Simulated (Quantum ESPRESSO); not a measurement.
# Shift of the zone-centre optical phonon of zinc-blende BN with added electrons at fixed lattice, LDA linear response

Two extra electrons in a hundred cells lower the optical phonon of zinc-blende BN by 7 cm⁻¹, although the atoms stay at the same spacing. Why should so few electrons weaken so stiff a bond, and does each further electron do the same?

The answer decides whether the phonon line can serve as a carrier gauge. Our brief is a reference layer, 10 nm thick, whose line lies at least 5 cm⁻¹ below that of the undoped crystal. The electron density may not exceed 4 × 10²¹ cm⁻³, and the lowest density that meets the shift is preferred. The line is assumed to be read to 1 cm⁻¹. We calculate the threefold degenerate mode without its macroscopic electric field, at the undoped lattice constant, and measure every shift from the undoped cell at the same level.

## Set-up

One crystal, BN (zinc-blende) (known phase), relaxed once without doping and held; electrons were added against a uniform positive background. Program: Quantum ESPRESSO 7.5, plane waves, LDA, PseudoDojo norm-conserving potentials, scalar-relativistic, no spin-orbit coupling, no spin; linear response at the zone centre. Plane-wave runs: cutoff 1252 eV; k meshes with a least product of divisions and cell-vector length from 50 to 51 Å; gaussian smearing of 0.109 eV.

- electron density (10²¹ cm⁻³): density of added electrons.
- added electrons (e): electrons added per primitive cell.
- mode shift (cm⁻¹): shift of the highest zone-centre mode from the cell without added electrons.
- highest mode (cm⁻¹): highest zone-centre mode, static response, no sum rule.
- added pressure (GPa): pressure that the added electrons bring at fixed cell, compression positive.

Input lines of one member:

```
phonons
&INPUTPH
  prefix       = 'x'
  outdir       = './tmp'
  fildyn       = 's.dyn'
  tr2_ph       = 1.0d-18
  alpha_mix(1) = 0.4
  nmix_ph      = 8
/
0.000000000000 0.000000000000 0.000000000000
```

Command (options for logging and memory left out): `OMP_NUM_THREADS=1 mpirun -n 8 ph.x -nk 8 -in ph.in > ph.out`

## Data

| member | electron density (10²¹ cm⁻³) | added electrons (e) | mode shift (cm⁻¹) | highest mode (cm⁻¹) | added pressure (GPa) |
| --- | --- | --- | --- | --- | --- |
| 0 e | 0.000 | 0.00 | 0.00 | 1068.63 | 0.00 |
| 0.01 e | 0.871 | 0.01 | −3.61 | 1065.02 | 2.50 |
| 0.02 e | 1.742 | 0.02 | −7.28 | 1061.35 | 5.03 |
| 0.04 e | 3.483 | 0.04 | −15.07 | 1053.56 | 10.15 |
| 0.06 e | 5.225 | 0.06 | −22.73 | 1045.90 | 15.33 |

Least-squares fits to the whole series, with x = electron density (10²¹ cm⁻³); R² in the fitted variables, residuals in the unit of y:

| y | members | fit | R² | rms residual | leave-one-out rms | standard deviation of y |
| --- | --- | --- | --- | --- | --- | --- |
| mode shift (cm⁻¹) | 5 | y = 0.1511 − 4.368 x | 1.00 | 0.11 | 0.19 | 9.2 |
| highest mode (cm⁻¹) | 5 | y = 1068.78 − 4.36760 x | 1.00 | 0.11 | 0.19 | 9.2 |

## Interpretation

The mode falls at every step, from 1068.63 cm⁻¹ without added electrons to 1045.90 cm⁻¹ at 0.06 e per cell. The shift per density, measured from the undoped cell, is −3.61 / 0.871 = −4.14 cm⁻¹ per 10²¹ cm⁻³ in the first doped row and −22.73 / 5.225 = −4.35 in the last. The two differ by 5%, which in the first doped row is only about 0.2 cm⁻¹, so the shift is close to linear in density. Whether the slight rise is real remains open: all rows share one k mesh and one smearing width, and both affect how a few electrons fill small pockets of the band. For 3 × 10²¹ cm⁻³, between two rows, the fit gives 0.1511 − 4.368 × 3 = −13.0 cm⁻¹.

Since the lattice is held, a longer bond cannot be the cause. Theory offers an electronic one. The added electrons enter the conduction-band valleys at the X points. There, symmetry forbids the optical displacement u from moving the band edge in first order, but lets it mix the edge with the next conduction band, a gap Δ higher. With a coupling g per unit displacement, each electron in a valley that takes part lowers its energy by g²u²/Δ. This is a negative spring constant, and its total grows in proportion to the number of electrons.

An opposite term exists: a filled band edge can no longer take up admixture from the valence bands, which stiffens the mode. The computed softening means that the lowering terms prevail, though the columns do not give their separate sizes.

The effect on the spring is modest. The squared frequency falls by 1 − (1045.90 / 1068.63)² = 0.042, or about 4%, at the highest density shown.

## Members off the line

Largest departures from the fit to the whole series:

| member | mode shift (cm⁻¹) | fit | computed − fit | in rms residuals |
| --- | --- | --- | --- | --- |
| 0.02 e | −7.28 | −7.46 | +0.18 | 1.6 |
| 0 e | 0.00 | 0.15 | −0.15 | 1.4 |
| 0.06 e | −22.73 | −22.67 | −0.06 | 0.5 |
| 0.01 e | −3.61 | −3.65 | +0.04 | 0.4 |

The largest departure is +0.18 cm⁻¹, at 0.02 e. It may come from a slight curvature or from the mesh and the smearing; a series with one setting of each cannot tell these apart. Nor does the close fit show how accurate the shifts are, since an error that grows in proportion to the density would change the slope and still leave the points on a line.

The pressure column is the doubtful one. Pressure divided by electron density gives an energy per electron: in the first doped row, 2.50 / 0.871 = 2.9 in units of 10⁻¹⁸ J, or about 18 eV. Band edges usually respond to a relative volume change with several eV. The likely cause is the charged cell, whose pressure depends on where the average electrostatic potential is set to zero. We therefore do not take this column as a reliable measure of how far a real doped crystal would expand.

## Meeting the brief

We first screen the rows. The undoped cell has no shift, and 0.01 e gives only 3.61 cm⁻¹ of softening, so both miss the 5 cm⁻¹ target. The row at 0.06 e has ample shift but exceeds the density limit, with about 5.2 × 10²¹ cm⁻³. This leaves 0.02 e and 0.04 e. The fit line already reaches a softening of 5 cm⁻¹ at (5 + 0.1511) / 4.368 = 1.18, in units of 10²¹ cm⁻³, but with no margin for error, so we choose among the computed rows.

For a layer of thickness t the number of electrons per area is N = n t, with t = 10 nm = 10⁻⁶ cm:

- 0.02 e: about 1.7 × 10¹⁵ cm⁻², softening 7.28 cm⁻¹
- 0.04 e: about 3.5 × 10¹⁵ cm⁻², softening 15.07 cm⁻¹

In units of 10²¹ cm⁻³, a reading error of 1 cm⁻¹ corresponds to 1 / 4.368 = 0.23. That is 13% of the density at 0.02 e and 7% at 0.04 e.

LDA frequencies are typically uncertain by a few per cent. Taking 3% as a rough size, 0.03 × 1068.63 = 32 cm⁻¹, more than the whole range of shifts. The gauge must therefore use the difference from an undoped sample, never the absolute line position. For the difference at fixed lattice we allow 20% as our own margin, plus 0.3 cm⁻¹ for mesh and smearing. Both allowances are assumed, not derived from a test. The softening at 0.02 e is then at least 7.28 − 0.20 × 7.28 − 0.3 = 5.5 cm⁻¹ and still passes, while 0.01 e reaches at most 3.61 + 0.20 × 3.61 + 0.3 = 4.6 cm⁻¹ and still fails. With the 20% kept, the error from mesh and smearing may grow to 7.28 − 0.20 × 7.28 − 5 = 0.8 cm⁻¹ before 0.02 e could fail, and to 5 − 3.61 − 0.20 × 3.61 = 0.7 cm⁻¹ before 0.01 e could pass. A denser mesh and a narrower smearing should confirm this before the choice is relied on.

**Our pick is 0.02 e**, with 0.04 e as runner-up for a user who values a finer density reading over a low density.

The runner-up takes over if the true softening is more than 1 − 5 / 7.28 = 31% smaller. Slowly scattering carriers could act in that direction, because the calculation lets them follow the atoms at once. Conversely, 0.01 e would suffice if lattice expansion raised its softening by a factor of 5 / 3.61 = 1.4. Dopant atoms, through their mass and local strain, could move the line either way.

## Summary

At fixed lattice, added electrons soften the mode by about 4.4 cm⁻¹ per 10²¹ cm⁻³, almost linearly up to about 5.2 × 10²¹ cm⁻³. Mesh and smearing were not varied in this series, so the numerical error of that slope is not known.

Two omitted effects could exceed the full 22.73 cm⁻¹ range. The first is lattice expansion, whose size the data leave open. Taking the last pressure at face value, with a rough bulk modulus of 0.4 TPa and a Grüneisen parameter of roughly 1, the further shift is −1 × 1068.63 × 15.33 / 400 = −41 cm⁻¹; the doubt about that pressure applies here in full. The second is the macroscopic field, which places the longitudinal mode of the undoped crystal a few hundred cm⁻¹ above the transverse one. Carriers screen this field and couple to that mode, so the gauge should follow the transverse line.

[On method and selection: The response is adiabatic: the carriers follow the atoms at once, which overstates screening at the zone centre where carriers scatter slowly. Dopant atoms, the change of lattice constant and plasmon coupling are left out. Runs that did not converge, have known faults or may not be shown are not listed, and runs on Ansatz's PAW sets soft_1 and soft_2 are kept to separate tables.]

[Logs are printed without paths, hosts, clocks, repeated set-up lines and the standing remarks that a program may print on its own settings, such as how far it seeks lower states.]
